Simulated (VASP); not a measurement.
PbO (Litharge) under changes of volume

One of the cells (20.339 Å³/atom); the others are scaled copies at fixed shape and fractional positions:

```xyz
4
Lattice="4.0164 0.0000 0.0000 0.0000 4.0164 0.0000 0.0000 0.0000 5.0432" Properties=species:S:1:pos:R:3 pbc="T T T"
Pb    2.0082    0.0000    3.8328
Pb    0.0000    2.0082    1.2104
O     2.0082    2.0082    0.0000
O     0.0000    0.0000    0.0000
```

| Quantity | Value |
| --- | --- |
| Program | VASP 6.6.1 |
| Functional | PBE |
| Potentials or basis | VASP PAW PBE potentials, release 64 (Pb_d, O) |
| Cutoff | 520 eV |
| k mesh | 7 × 7 × 6 |
| Occupations | fermi-dirac, width 0.05 eV |
| Spin | no spin polarisation |

```csv
volume (Å³/atom),energy over the lowest point (meV/atom),pressure (GPa),gap on the mesh (eV),largest force (eV/Å)
18.744,?,?,?,?
19.142,33.13,7.0,1.35,0.596
19.541,18.00,4.9,1.39,0.302
20.339,1.91,1.4,1.45,0.224
20.738,0.00,-0.1,1.47,0.458
21.136,1.65,-1.5,1.49,0.675
```

Q: What does the run at 18.744 Å³/atom give?

A: Energy over the lowest point 53.69 meV/atom; pressure 9.3 GPa; gap on the mesh 1.31 eV; largest force 0.914 eV/Å.

Worked out: A Birch-Murnaghan fit of order 3 (a polynomial in V^(-2/3)) to the other rows has its minimum at 20.75 Å³/atom with B0 = V·E''(V) = 74 GPa and B' = 4.5 at fixed shape and positions, which overstates the stiffness. It gives 53.63 meV/atom at 18.744 Å³/atom, against the run's 53.69, and -dE/dV = 9.4 GPa, against 9.3. A straight line through the other rows of the gap, of slope 1.41 eV per unit of ln V, extrapolates to 1.33 eV, against the run's 1.31.

Energies are extrapolated to zero smearing.

Caveats: spin-orbit coupling is left out, which as a rule narrows the gap of such compounds by several tenths of an eV; an odd mesh through Γ misses points on the zone boundary, where band edges often lie.
